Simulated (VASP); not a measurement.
**CuAu3 under changes of volume**

One of the cells (15.693 Å³/atom); the others are scaled copies at fixed shape and fractional positions:

```xyz
4
Lattice="3.9743 0.0000 0.0000 0.0000 3.9743 0.0000 0.0000 0.0000 3.9743" Properties=species:S:1:pos:R:3 pbc="T T T"
Au    1.9871    1.9871    0.0000
Au    1.9871    0.0000    1.9871
Au    0.0000    1.9871    1.9871
Cu    0.0000    0.0000    0.0000
```

```yaml
Program: VASP 6.6.1
Functional: PBEsol
Potentials_or_basis: VASP PAW PBE potentials, release 64 (Au, Cu)
Cutoff: 520 eV
k_mesh: 6 × 6 × 6
Occupations: fermi-dirac, width 0.05 eV
Spin: no spin polarisation
```

| volume (Å³/atom) | energy over the lowest point (meV/atom) | pressure (GPa) |
| --- | --- | --- |
| 15.065 | 14.85 | 7.8 |
| 15.379 | ? | ? |
| 15.693 | 0.00 | -0.1 |
| 16.007 | 3.30 | -3.4 |
| 16.321 | 12.56 | -6.2 |

Question: What does the run at 15.379 Å³/atom give?

Answer: Energy over the lowest point 3.52 meV/atom; pressure 3.6 GPa.

Worked out: A Birch-Murnaghan fit of order 2 (a polynomial in V^(-2/3)) to the other rows has its minimum at 15.70 Å³/atom with B0 = V·E''(V) = 173 GPa. It gives 3.68 meV/atom at 15.379 Å³/atom, against the run's 3.52, and -dE/dV = 3.7 GPa, against 3.6.

Energies are extrapolated to zero smearing.

Caveats: the PAW data sets were made with another functional, which shifts forces and pressure a little.
